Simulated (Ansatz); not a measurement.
The cell is a database entry far from equilibrium at this level of theory, probably a faulty or high-pressure entry; it serves as a test geometry alone. The listed cell was then made from it by scaling, straining or moving an atom.

An input for TaN: DFT, LDA, all-electron LAPW, scalar-relativistic (Ansatz 0.2.0).

Command: `ansatz run input.yaml --threads 1 --pin off --max-ram 4096MiB --backend cpu --events-out ev --progress --plain --runs-dir out` The run took 2.4 min on 1 thread of Arm Neoverse V2 (shared host), peak memory 0.54 GiB.

```yaml
crystal:
  lattice:
    - [3.0295306677, 0.0, 0.0]
    - [-1.5147653339, 2.6236505199, 0.0]
    - [0.0, 0.0, 4.9068446386]
  atoms:
    - { symbol: Ta, position: [0.3333333333, 0.6666666667, 0.0] }
    - { symbol: Ta, position: [0.6666666667, 0.3333333333, 0.5] }
    - { symbol: "N", position: [0.3333333333, 0.6666666667, 0.385] }
    - { symbol: "N", position: [0.6666666667, 0.3333333333, 0.885] }
kpoints:
  mp_grid: { grid: [9, 9, 5] }
  band_path:
    path:
      - [0.0, 0.0, 0.0]
      - [0.5, 0.0, 0.0]
      - [0.3333333333, 0.3333333333, 0.0]
      - [0.0, 0.0, 0.0]
      - [0.0, 0.0, 0.5]
      - [0.5, 0.0, 0.5]
      - [0.3333333333, 0.3333333333, 0.5]
      - [0.0, 0.0, 0.5]
      - [0.5, 0.0, 0.5]
    npoints: 5
scf:
  occupations: { method: fermi_dirac, width: 0.03 }
hamiltonian:
  xc: lda
  pseudopotentials: { kind: all_electron, lapw: { basis_error: 0.001 } }
output:
  forces: true
  stress: true
  eigenvalues: true
```

The results part of the log:

```
SCF 1 converged in 10 iterations: F = -851598.204772 eV  dr2 = 8.89e-8
NSCF: frozen V_eff on 41 k-points
SCF converged after 10 iterations
Free energy (F): -851598.204772 eV
Harris-Foulkes:  -851598.204772 eV  (|F-HF|=6.38e-8)
Internal energy: -851598.197332 eV  (E = F + TS)
E sigma→0 (E₀):  -851598.201052 eV
Entropy (-TS):   -0.007440 eV (-1.860 meV/atom)
Fermi energy:    28.566353 eV
--- Per-component energies (eV) ---
  E_band       = -11146.236831
  E_kinetic    = 950104.704309
  E_xc         = -17118.032692
  E_electrostatic = -1784584.868950  (all electrons and nuclei)
  E_smearing   = -0.007440  (= −TS)
  E_closure    = 0.000000  (closes the sum)
  E_atoms      = -851559.497150  (free atoms, spherical and without spin; not in F)
  Σ components = -851598.204772   (vs F -851598.204772, Δ=0.00e0)
  Basis errors (estimates in eV, not in F): energy 4.5e-4 per atom: plane waves 4.2e-4 (2.5e-4 summed), levels above the bands 4.4e-188, relativity 2.3e-8, radial functions 3.3e-5, core shells 1.7e-10; eigenvalues (radial functions only) 1.5e-6; not estimated: angular momenta, meshes, grids; target (lapw.basis_error) 1.0e-3; muffin-tin radii N 0.754 Å, Ta 1.084 Å
--- Forces (eV/Å), atoms counted from 1 ---
  atom   1  Ta     0.00000000     0.00000000     2.26254162
  atom   2  Ta    -0.00000000    -0.00000000     2.26254162
  atom   3  N      0.00000000     0.00000000    -2.26244162
  atom   4  N     -0.00000000    -0.00000000    -2.26244162
  max |Σ_I F_I| component: 2.00e-4 eV/Å
--- Stress (GPa, compression-positive) ---
      139.004826       0.000000       0.000000
        0.000000     139.004826       0.000000
        0.000000       0.000000     112.220285
  P = ⅓ Tr σ = 130.0766 GPa (1300.766 kbar)
--- Band table (eV; the first three rows and the last of 36) ---
  k-point 0: bands = ["-504.8795", "-504.8795", "-365.8609", "-365.8609", "-365.8566", "-365.8566", "-365.8566", "-365.8566", "-345.9744", "-345.9744", "-187.9444", "-187.9444", "-187.9444", "-187.9444", "-187.9388", "-187.9388", "-187.9328", "-187.9328", "-187.9328", "-187.9328", "-39.8082", "-39.7047", "-7.6198", "-6.4610", "-6.4610", "-6.2563", "-6.2563", "-6.1785", "7.9915", "8.3995", "8.6279", "8.6631", "8.6631", "8.6647", "8.6647", "8.6889", "8.6931", "8.6931", "8.7255", "8.7255", "8.7415", "8.7441", "10.0448", "11.3197", "19.6484", "19.6484", "19.9853", "20.6314", "20.6314", "21.0779", "27.6633", "27.6633", "28.4341", "30.7731", "31.2356", "31.2356", "33.1244", "34.3051", "35.3102", "35.3102", "39.1952", "39.1952", "39.2701"]
  k-point 1: bands = ["-504.8795", "-504.8795", "-365.8609", "-365.8609", "-365.8566", "-365.8566", "-365.8566", "-365.8566", "-345.9744", "-345.9744", "-187.9444", "-187.9444", "-187.9444", "-187.9444", "-187.9388", "-187.9388", "-187.9328", "-187.9328", "-187.9328", "-187.9328", "-39.7984", "-39.7147", "-7.4966", "-6.4417", "-6.4417", "-6.3337", "-6.2761", "-6.2761", "8.0723", "8.3819", "8.6335", "8.6574", "8.6574", "8.6585", "8.6585", "8.6830", "8.7037", "8.7037", "8.7276", "8.7276", "8.7417", "8.7438", "10.2227", "11.2864", "19.7071", "19.7071", "19.7270", "20.4971", "20.4971", "20.5368", "28.0477", "28.0477", "28.9573", "31.1579", "31.1579", "31.1965", "33.6139", "34.4090", "35.1007", "35.1007", "38.5165", "38.5165", "39.5574"]
  k-point 2: bands = ["-504.8795", "-504.8795", "-365.8609", "-365.8609", "-365.8566", "-365.8566", "-365.8566", "-365.8566", "-345.9744", "-345.9744", "-187.9444", "-187.9444", "-187.9444", "-187.9444", "-187.9388", "-187.9388", "-187.9328", "-187.9328", "-187.9328", "-187.9328", "-39.7727", "-39.7407", "-7.1618", "-6.7194", "-6.3910", "-6.3910", "-6.3277", "-6.3277", "8.2191", "8.3255", "8.6486", "8.6504", "8.6504", "8.6515", "8.6515", "8.6676", "8.7190", "8.7190", "8.7276", "8.7276", "8.7424", "8.7432", "10.6710", "11.0976", "19.4085", "19.6795", "19.8934", "19.8934", "20.1920", "20.1920", "29.0855", "29.0855", "30.0352", "30.3846", "30.3846", "31.0100", "34.8647", "35.3240", "35.5439", "35.5439", "36.9826", "36.9826", "39.8302"]
  k-point 35: bands = ["-504.8795", "-504.8795", "-365.8609", "-365.8609", "-365.8566", "-365.8566", "-365.8566", "-365.8566", "-345.9744", "-345.9744", "-187.9444", "-187.9444", "-187.9444", "-187.9444", "-187.9388", "-187.9388", "-187.9328", "-187.9328", "-187.9328", "-187.9328", "-39.6825", "-39.6825", "-7.5294", "-7.5294", "-7.0652", "-6.9432", "-6.5000", "-6.5000", "8.5623", "8.5623", "8.6466", "8.6466", "8.6736", "8.6736", "8.6765", "8.6827", "8.6951", "8.6951", "8.7021", "8.7041", "8.7041", "8.7055", "12.3129", "12.3129", "19.8278", "19.8278", "20.4076", "21.3299", "22.4214", "22.4214", "26.2887", "26.7940", "29.9877", "29.9877", "31.3735", "31.8644", "33.6557", "33.6557", "36.3599", "36.3599", "40.7256", "40.7256", "41.8705"]
```
